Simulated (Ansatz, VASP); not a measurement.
**Two plane-wave programs on Pt**

```
CELL_PARAMETERS angstrom
2.90340 0.00000 0.00000
-1.45170 2.51442 0.00000
0.00000 0.00000 5.02050
ATOMIC_POSITIONS crystal
Pt 0.66667 0.33333 0.75000
Pt 0.33333 0.66667 0.25000
```

Alike in both runs: task single point; functional PBE; k mesh 18 × 18 × 10; occupations gaussian, width 0.15 eV; no spin polarisation.

|  | VASP | Ansatz |
| --- | --- | --- |
| version | VASP 6.6.1 | Ansatz 0.2.0 |
| potentials or method | VASP PAW PBE potentials, release 64 (Pt) | scalar-relativistic, plane waves, PAW |
| plane-wave cutoff (eV) | 520 | 420 |
| valence electrons in the cell | 20 | 36 |

VASP gave:

| Property | Result |
| --- | --- |
| gap on the k mesh at the Fermi level (eV) | none |
| pressure (GPa) | -24.4 |
| largest component of the traceless stress (GPa) | 1.94 |

**Question.** Estimate Ansatz's values.

**Answer.** gap on the k mesh at the Fermi level (eV): none; pressure (GPa): -24.1; largest component of the traceless stress (GPa): 2.03.

A gap of «none» marks a metal or a gap that the smearing closes. The functional is the same, so the differences come from potentials, cutoffs and numerics. The two sets of potentials don't hold the same shells in valence.

Caveats: so large a pressure means that the cell lies far from this level's equilibrium, or that cutoff or potentials fall short (VASP). The runs have no spin-orbit coupling, so splittings on Pt are missing.
